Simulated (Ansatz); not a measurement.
Runs of Ansatz 0.2.0 on As. It takes space group P6/mmm (No. 191, hexagonal). Conventional cell: a = 4.566 Å, b = 4.566 Å, c = 2.834 Å, α = 90.00°, β = 90.00°, γ = 120.00°. Around As (site symmetry -6m2) lie 5 As at 2.64 to 2.83 Å. The cell was built by a generator and needn't be a form met in nature.

```csv
task,level,spin,cell,k mesh,cutoff (eV),points for each segment of the path,gap on the mesh (eV),pressure (GPa),relaxed volume (Å³/atom)
single point,r2SCAN0,off,as given,4 × 4 × 5,500,-,none,-3.8,-
single point,HSE06,"SOC, no magnetisation",as given,3 × 3 × 4,420,-,none,-4.0,-
single point,r2SCAN50,off,as given,4 × 4 × 5,500,-,none,-5.4,-
single point,HF,off,as given,4 × 4 × 5,420,-,none,-0.8,-
band structure,HSEsol,off,as given,4 × 4 × 5,420,4,none,(b),-
relaxation of cell and atoms,PBEsol0,off,relaxed,4 × 4 × 5,420,-,none,0.0,(a)
relaxation of cell and atoms,HSEsol,off,relaxed,4 × 4 × 5,420,-,none,0.0,23.90
relaxation of cell and atoms,HF,off,relaxed,4 × 4 × 5,420,-,none,0.0,25.36
```

Alike in all rows: potentials or basis Ansatz PAW; smearing fermi-dirac 0.05 eV; the mesh is coarse, so values aren't converged.

**Question.** Estimate the missing entries.

**Answer.** (a) 23.78; (b) -4.4.

Caveats: all runs use coarse meshes; the PAW data sets come from PBE, with cores solved anew for the run's functional, which leaves a small shift of forces and pressure; the thresholds are loose for stress (some runs); the plane-wave basis is chosen anew once the cell has moved, so the energies of steps on either side of that aren't comparable (some runs).

A k mesh can miss the band edges, and rows without SOC leave out spin-orbit coupling on As.

A gap of «none» marks a metal or a gap under the smearing width.
